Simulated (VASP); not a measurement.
# Hg (I4/mmm) in VASP: a series of runs

One crystal, Hg, is run at these levels: PBE; tasks: single point.

Program: VASP 6.6.1. These are calculated values, not measurements. Logs are shortened: lines on timing, memory, paths and dates and some standing lists are left out, and cuts for length are marked.

**1. The crystal as given**

Symmetry: I4/mmm, No. 139, tetragonal system. The conventional cell has a = 4.139 Å, b = 4.139 Å, c = 3.605 Å, α = 90.00°, β = 90.00°, γ = 90.00°. Around Hg (site symmetry 4/mmm) lie 10 Hg at 3.44 to 3.60 Å.

**2. Single point, PBE**

File INCAR:

```
SYSTEM = Hg
ALGO     = Normal         ! electronic algorithm
EDIFF    = 1E-6           ! SCF threshold, eV
ENCUT    = 520            ! plane-wave cutoff, eV
GGA      = PE             ! functional
ISIF     = 2              ! what is computed and relaxed
ISMEAR   = 0              ! smearing method
LASPH    = .True.         ! aspherical terms in the spheres
LCHARG   = .False.        ! write CHGCAR
LREAL    = .False.        ! projectors in reciprocal space
LWAVE    = .False.        ! write WAVECAR
NBANDS   = 12             ! bands
NELM     = 60             ! most SCF steps
PREC     = Accurate       ! precision mode
SIGMA    = 0.1            ! smearing width, eV
```

File KPOINTS:

```
k-points
0
Gamma
  6 6 6
  0 0 0
```

File POSCAR:

```
Hg
1.0
   -2.0696950000      2.0696950000      1.8022580000
    2.0696950000     -2.0696950000      1.8022580000
    2.0696950000      2.0696950000     -1.8022580000
Hg
1
Direct
    0.0000000000      0.0000000000      0.0000000000
```

Potentials or basis: VASP PAW PBE potentials, release 64 (Hg).

Run with:

```sh
cat potpaw_PBE.64/Hg/POTCAR > POTCAR
mpirun -np 1 vasp_std > vasp.out
```

OUTCAR:

```text
SYSTEM = Hg
   EDIFF = 1E-6
   ENCUT = 520
   GGA = PE
   ISIF = 2
   ISMEAR = 0
   LASPH = .True.
   LREAL = .False.
   NELM = 60
   PREC = Accurate

 ion  position               nearest neighbor table
   1  0.000  0.000  0.000-

  LATTYP: Found a body centered tetragonal cell.
 ALAT       =     4.1393900000
 C/A-ratio  =     0.8707843426

  Lattice vectors:

 A1 = (  -2.0696950000,   2.0696950000,   1.8022580000)
 A2 = (   2.0696950000,  -2.0696950000,   1.8022580000)
 A3 = (   2.0696950000,   2.0696950000,  -1.8022580000)

Analysis of symmetry for initial positions (statically):
=====================================================================
 Subroutine PRICEL returns:
 Original cell was already a primitive cell.

 Routine SETGRP: Setting up the symmetry group for a
 body centered tetragonal supercell.

 Subroutine GETGRP returns: Found 16 space group operations
 (whereof 16 operations were pure point group operations)
 out of a pool of 16 trial point group operations.

The static configuration has the point symmetry D_4h.

Analysis of symmetry for dynamics (positions and initial velocities):
=====================================================================
 Subroutine PRICEL returns:
 Original cell was already a primitive cell.

 Routine SETGRP: Setting up the symmetry group for a
 body centered tetragonal supercell.

 Subroutine GETGRP returns: Found 16 space group operations
 (whereof 16 operations were pure point group operations)
 out of a pool of 16 trial point group operations.

The dynamic configuration has the point symmetry D_4h.

 Subroutine INISYM returns: Found 16 space group operations
 (whereof 16 operations are pure point group operations),
 and found     1 'primitive' translations

----------------------------------------------------------------------------------------

                                     Primitive cell

  volume of cell :      30.8809

  direct lattice vectors                    reciprocal lattice vectors
    -2.069695000  2.069695000  1.802258000     0.000000000  0.241581489  0.277429758
     2.069695000 -2.069695000  1.802258000     0.241581489  0.000000000  0.277429758
     2.069695000  2.069695000 -1.802258000     0.241581489  0.241581489  0.000000000

  length of vectors
     3.437354897  3.437354897  3.437354897     0.367870747  0.367870747  0.341647818

  position of ions in fractional coordinates (direct lattice)
     0.000000000  0.000000000  0.000000000

  ion indices of the primitive-cell ions
   primitive index   ion index
                 1           1

----------------------------------------------------------------------------------------

 KPOINTS: k-points

Automatic generation of k-mesh.
 Grid dimensions read from file:
 generate k-points for:    6    6    6

 Generating k-lattice:

  Cartesian coordinates                     Fractional coordinates (reciprocal lattice)
     0.000000000  0.040263582  0.046238293     0.166666667 -0.000000000  0.000000000
     0.040263582  0.000000000  0.046238293    -0.000000000  0.166666667  0.000000000
     0.040263582  0.040263582  0.000000000     0.000000000  0.000000000  0.166666667

  Length of vectors
     0.061311791  0.061311791  0.056941303

  Shift w.r.t. Gamma in fractional coordinates (k-lattice)
     0.000000000  0.000000000  0.000000000

 Subroutine IBZKPT returns following result:
 ===========================================

 Found     30 irreducible k-points:

 Following reciprocal coordinates:
            Coordinates               Weight
  0.000000  0.000000  0.000000      1.000000
  0.166667 -0.000000  0.000000      8.000000
  0.333333 -0.000000  0.000000      8.000000
  0.500000 -0.000000  0.000000      4.000000
  0.166667  0.166667  0.000000      8.000000
  0.333333  0.166667  0.000000     16.000000
[... 16 lines left out ...]
 -0.333333 -0.333333  0.166667      8.000000
 -0.166667 -0.333333  0.166667      8.000000
 [... further k-points ...]
   k-points           NKPTS =     30   k-points in BZ     NKDIM =     30   number of bands    NBANDS=     12
   number of dos      NEDOS =    301   number of ions     NIONS =      1
   total plane-waves  NPLWV =  21952
   dimension x,y,z NGX =    28 NGY =   28 NGZ =   28
   dimension x,y,z NGXF=    56 NGYF=   56 NGZF=   56
   ions per type =               1
   NGX,Y,Z   is equivalent  to a cutoff of  13.54, 13.54, 13.54 a.u.
   NGXF,Y,Z  is equivalent  to a cutoff of  27.08, 27.08, 27.08 a.u.
 SYSTEM =  Hg
   PREC   = accura    normal or accurate (medium, high low for compatibility)
   ISTART =      0    job   : 0-new  1-cont  2-samecut
   ICHARG =      2    charge: 1-file 2-atom 10-const
   ISPIN  =      1    spin polarized calculation?
   LNONCOLLINEAR =      F non collinear calculations
   LSORBIT =      F    spin-orbit coupling
   LASPH  =      T    aspherical Exc in radial PAW
   ENCUT  =  520.0 eV  38.22 Ry    6.18 a.u.   6.39  6.39  6.39*2*pi/ulx,y,z
   NELM   =     60;   NELMIN=  2; NELMDL= -5     # of ELM steps
   EDIFF  = 0.1E-05   stopping-criterion for ELM
   LREAL  =      F    real-space projection
   EDIFFG = 0.1E-04   stopping-criterion for IOM
   NSW    =      0    number of steps for IOM
   IBRION =     -1    ionic relax: 0-MD 1-quasi-New 2-CG
   NFREE  =      0    steps in history (QN), initial steepest desc. (CG)
   ISIF   =      2    stress and relaxation
   ISYM   =      2    0-nonsym 1-usesym 2-fastsym
   POTIM  = 0.5000    time-step for ionic-motion
   TEBEG  =    0.0;   TEEND  =   0.0 temperature during run
   PSTRESS=    0.0 pullay stress
   NELECT =      12.0000    total number of electrons
   NUPDOWN=      -1.0000    fix difference up-down
   EMIN   =  10.00;   EMAX   =-10.00  energy-range for DOS
   EFERMI =   0.00;   METHOD = LEGACY
   ISMEAR =     0;   SIGMA  =   0.10  broadening in eV -4-tet -1-fermi 0-gaus
   EFERMI_NEDOS =   21; number of points for ismear=-14 and -15
   IALGO  =     38    algorithm
   IMIX   =      4    mixing-type and parameters
     AMIX     =   0.40;   BMIX     =  1.00
     AMIX_MAG =   1.60;   BMIX_MAG =  1.00
  volume/ion in A,a.u.               =      30.88       208.39
  Fermi-wavevector in a.u.,A,eV,Ry     =   1.194645  2.257551 19.417902  1.427176
  Thomas-Fermi vector in A             =   2.330630
   LORBIT       =      0    0 simple, 1 ext, 2 COOP (PROOUT), +10 PAW based schemes
   GGA     = PE    functional components
   LHFCALC =     F    Hartree Fock is set to
   AEXX    =    0.0000 exact exchange contribution
   IVDW    =     0    specifies the selected vdW correction
   LEPSILON=     F    determine dielectric tensor
   LRPA    =     F    only Hartree local field effects (RPA)
 non-spin polarized calculation
 Gauss-broadening in eV      SIGMA  =   0.10
  energy-cutoff  :      520.00
  volume of cell :       30.88
 maximum number of plane-waves:       855
 NGX is ok and might be reduce to    28
   NGX = 13   NGY = 13   NGZ = 13

 number of electron      12.0000002 magnetization

 Free energy of the ion-electron system (eV)
  ---------------------------------------------------
  ext. energy  EPLUGINS =         0.00000000
  ---------------------------------------------------
  free energy    TOTEN  =        -0.17932346 eV

  energy without entropy =       -0.17695369  energy(sigma->0) =       -0.17813857

 E-fermi :   0.6673     XC(G=0):  -9.4120

 val. band max:        0.6158127931   @ k =  -0.3333   0.5000   0.3333
 cond. band min:       0.7228806339   @ k =   0.5000  -0.0000   0.0000
 fundamental gap:      0.1070678409
 Fermi energy:         0.6673470286

 k-point     1 :       0.0000    0.0000    0.0000
  band No.  band energies     occupation
      1      -6.2004      2.00000
      2      -5.5970      2.00000
      3      -5.3445      2.00000
      4      -5.3445      2.00000
      5      -5.1245      2.00000
      6      -4.8491      2.00000
      7      12.6887      0.00000
      8      12.6887      0.00000
      9      14.9886      0.00000
     10      15.6545      0.00000
     11      15.6545      0.00000
     12      16.5209      0.00000

 k-point     2 :       0.1667   -0.0000    0.0000
  band No.  band energies     occupation
      1      -5.6886      2.00000
      2      -5.5747      2.00000
      3      -5.2436      2.00000
      4      -5.2347      2.00000
      5      -5.0532      2.00000
      6      -4.9081      2.00000
      7      10.1189      0.00000
      8      11.4042      0.00000
      9      11.8664      0.00000
     10      14.1331      0.00000
     11      14.7160      0.00000
     12      16.4244      0.00000

 k-point     3 :       0.3333   -0.0000    0.0000
  band No.  band energies     occupation
      1      -5.7423      2.00000
      2      -5.7021      2.00000
      3      -4.9816      2.00000
      4      -4.8589      2.00000
      5      -4.8254      2.00000
      6      -3.3460      2.00000
      7       4.7286      0.00000
      8       9.3613      0.00000
      9      10.1058      0.00000
     10      12.8321      0.00000
     11      13.9640      0.00000
     12      17.5015      0.00000

 k-point     4 :       0.5000   -0.0000    0.0000
  band No.  band energies     occupation
      1      -5.8633      2.00000
      2      -5.7770      2.00000
      3      -5.0031      2.00000
      4      -4.7512      2.00000
      5      -4.5782      2.00000
      6      -0.5348      2.00000
      7       0.7229      0.43224
      8       8.4743      0.00000
      9       9.4444      0.00000
     10      12.4941      0.00000
     11      13.7467      0.00000
     12      18.0335      0.00000

 k-point     5 :       0.1667    0.1667    0.0000
  band No.  band energies     occupation
      1      -5.6868      2.00000
      2      -5.4522      2.00000
      3      -5.2555      2.00000
      4      -5.0022      2.00000
      5      -4.8399      2.00000
      6      -3.8551      2.00000
      7       6.4968      0.00000
      8       8.8182      0.00000
      9       9.9669      0.00000
     10      14.7720      0.00000
     11      14.8307      0.00000
     12      15.8934      0.00000
[... 228 lines left out ...]
      1      -5.5405      2.00000
      2      -5.4547      2.00000
      3      -5.3475      2.00000
      4      -4.9136      2.00000
      5      -4.7447      2.00000
      6      -1.0667      2.00000
      7       3.1432      0.00000
      8       5.4811      0.00000
      9       9.7136      0.00000
     10      13.3823      0.00000
     11      14.2614      0.00000
     12      16.2423      0.00000

 k-point    22 :      -0.1667    0.5000    0.1667
  band No.  band energies     occupation
      1      -5.6684      2.00000
      2      -5.5339      2.00000
      3      -5.1980      2.00000
      4      -4.9882      2.00000
      5      -4.5928      2.00000
      6      -0.3784      2.00000
      7       1.7809      0.00000
      8       6.8765      0.00000
      9       8.0099      0.00000
     10      14.0702      0.00000
     11      15.3499      0.00000
     12      15.9214      0.00000

 k-point    23 :      -0.3333   -0.3333    0.1667
  band No.  band energies     occupation
      1      -5.5206      2.00000
      2      -5.4879      2.00000
      3      -5.2453      2.00000
      4      -5.0210      2.00000
      5      -4.6861      2.00000
      6      -0.0202      2.00000
      7       2.8316      0.00000
      8       4.5039      0.00000
      9       9.0894      0.00000
     10      11.6993      0.00000
     11      15.1909      0.00000
     12      18.3929      0.00000

 k-point    24 :      -0.1667   -0.3333    0.1667
  band No.  band energies     occupation
      1      -5.5508      2.00000
      2      -5.4986      2.00000
      3      -5.2046      2.00000
      4      -4.9576      2.00000
      5      -4.8769      2.00000
      6      -2.3121      2.00000
      7       4.4715      0.00000
      8       8.0459      0.00000
      9       8.6117      0.00000
     10      12.2504      0.00000
     11      15.3426      0.00000
     12      15.7653      0.00000

 [... further k-points ...]
[... 5 lines left out ...]
  --------------------------------------------------------------------------------------
  -------------------------------------------------------------------------------------
  Total       -0.0479147     -0.0479147      0.0235732      0.0000000     -0.0000000      0.0000000
  in kB       -2.4859332     -2.4859332      1.2230350      0.0000000     -0.0000000      0.0000000
  external PRESSURE =      -1.2496105 kB  Pullay stress =       0.0000000 kB

 VOLUME and BASIS-vectors are now :
 -----------------------------------------------------------------------------
  energy-cutoff  :      520.00
  volume of cell :       30.88
      direct lattice vectors                 reciprocal lattice vectors
    -2.069695000  2.069695000  1.802258000     0.000000000  0.241581489  0.277429758
     2.069695000 -2.069695000  1.802258000     0.241581489  0.000000000  0.277429758
     2.069695000  2.069695000 -1.802258000     0.241581489  0.241581489  0.000000000

 POSITION                                       TOTAL-FORCE (eV/Angst)
 -----------------------------------------------------------------------------------
      0.00000      0.00000      0.00000        -0.000000      0.000000      0.000000
 -----------------------------------------------------------------------------------
    total drift:                               -0.000000     -0.000000     -0.000000

  FREE ENERGIE OF THE ION-ELECTRON SYSTEM (eV)
  ---------------------------------------------------
  free  energy   TOTEN  =        -0.1793234592 eV

  energy  without entropy=       -0.1769536905  energy(sigma->0) =       -0.17813857
```

Wall time 7.5 s (1 thread of Intel Xeon 6975P-C (Granite Rapids), shared host); peak memory 0.16 GiB.

Results:

- Free energy: -0.1793 eV
- Pressure: -0.1 GPa
- Band gap on the k mesh: none (metal or under the smearing width)

Caveat: the k mesh is coarse (spacing up to 0.39 Å⁻¹), so the values aren't converged.

(Continued in part 2 of 2.)
